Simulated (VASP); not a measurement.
Results of a VASP single-point calculation on GaAs (strained zincblende)

POSCAR

```
Ga As
 1.0000000000000000
     0.0000000000000000    2.8755813722000001    2.8755813722000001
     2.8755813722000001    0.0000000000000000    2.8755813722000001
     2.8755813722000001    2.8755813722000001    0.0000000000000000
 Ga  As
   1   1
Cartesian
  0.0000000000000000  0.0000000000000000  0.0000000000000000
  1.4377906860999998  1.4377906860999998  1.4377906860999998
```

```json
{"gap between bands v and c": "0.59 eV", "least direct gap": "0.59 eV"}
```

Band v is the last that the valence electrons fill when counted band by band, and c is the next. Levels in eV from the top of v:

```csv
point,v−1,v,c,c+1
Γ,0.00,0.00,0.59,4.02
X,-2.60,-2.60,1.85,1.96
K,-3.71,-2.19,2.29,4.90
L,-1.11,-1.11,1.21,4.97
W,-3.40,-3.20,4.77,5.03
```

Q: Which of these levels of theory gave these results?
A. PBE with spin–orbit coupling
B. LDA
C. PBE
D. HSE06
E. PBEsol
F. r²SCAN
G. PBE0

A: F.

The INCAR was:

```
ALGO = Normal
NELM = 120
NBANDS = 16
ISMEAR = -1
SIGMA = 0.02
ENCUT = 520
PREC = Accurate
NSW = 0
LWAVE = .FALSE.
LASPH = .TRUE.
EDIFF = 1E-7
LREAL = .FALSE.
ISIF = 2
LCHARG = .FALSE.
METAGGA = R2SCAN
IBRION = -1
```
